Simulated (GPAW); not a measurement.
Input of a GPAW 26.7.0 run:

run.py

```python
from ase.dft.bandgap import bandgap
from ase.io import read, write
from ase.units import GPa
from gpaw import GPAW, PW

atoms = read('POSCAR')

calc = GPAW(mode=PW(600),
            xc='RPBE',
            kpts={'size': (11, 11, 11), 'gamma': True},
            occupations={'name': 'methfessel-paxton', 'order': 0, 'width': 0.05},
            nbands=7,
            convergence={'density': 1e-05, 'energy': 1e-05},
            maxiter=150,
            txt='gpaw.txt')
atoms.calc = calc
energy = atoms.get_potential_energy()
forces = atoms.get_forces()
stress = atoms.get_stress()
calc.write('gs.gpw')
write('result.traj', atoms)
print(f'Energy: {energy:.6f} eV')
print('Forces (eV/A):')
print(forces.round(4))
print('Stress (GPa):', (stress / GPa).round(3))
print('Fermi level:', round(calc.get_fermi_level(), 4), 'eV')
print(f'Gap: {bandgap(calc)[0]:.4f} eV, direct: {bandgap(calc, direct=True)[0]:.4f} eV')
```

File POSCAR:

```
Al
1.0
    0.0000000000      2.0248050000      2.0248050000
    2.0248050000      0.0000000000      2.0248050000
    2.0248050000      2.0248050000      0.0000000000
Al
1
Direct
    0.0000000000      0.0000000000      0.0000000000
```

Potentials or basis: the program's PAW data sets (release 1.2.1) made for this functional, pw.

The run is started by

```sh
$ OMP_NUM_THREADS=1 python run.py
```

Question: Estimate the band gap on the k mesh.

Answer: None (metal or under the smearing width).

Question: Estimate the pressure.

Answer: 1.1 GPa.
